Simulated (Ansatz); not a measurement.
The system is GaN.

```
Ga N
1.0
     0.00000    2.25350    2.25350
     2.25350    0.00000    2.25350
     2.25350    2.25350    0.00000
Ga N
1 1
Direct
  0.00000 0.00000 0.00000
  0.25000 0.25000 0.25000
```

The cell is a database's computed one.

| Property | Result |
| --- | --- |
| Program | Ansatz 0.2.0 |
| Task | relaxation of cell and atoms |
| Functional | PBEsol |
| Dispersion | D3(BJ) |
| Potentials or basis | all-electron LAPW, scalar-relativistic |
| Basis error allowed | 0.001 eV/atom |
| k mesh | 10 × 10 × 10 |
| Occupations | fermi-dirac, width 0.05 eV |
| Spin | no spin polarisation |

At the start: volume 11.44 Å³/atom.

Problem. Where does the relaxation end?

Solution. Over 5 steps the energy falls by 3.5 meV/atom and the volume is 11.19 Å³/atom (-2.3 %); space group F-43m (No. 216, to 0.05 Å).

Step by step:
| step | energy change (eV) | largest force (eV/Å) | volume (Å³) |
| --- | --- | --- | --- |
| 1 | 0.0000 | 0.0000 | 22.89 |
| 2 | -0.0058 | 0.0000 | 22.58 |
| 3 | -0.0070 | 0.0000 | 22.36 |
| 4 | -0.0070 | 0.0000 | 22.37 |
| 5 | -0.0070 | 0.0000 | 22.37 |

Final structure:
```
Ga N
1.0
     0.00000    2.23644    2.23644
     2.23644    0.00000    2.23644
     2.23644    2.23644    0.00000
Ga N
1 1
Direct
  0.00000 0.00000 0.00000
  0.25000 0.25000 0.25000
```
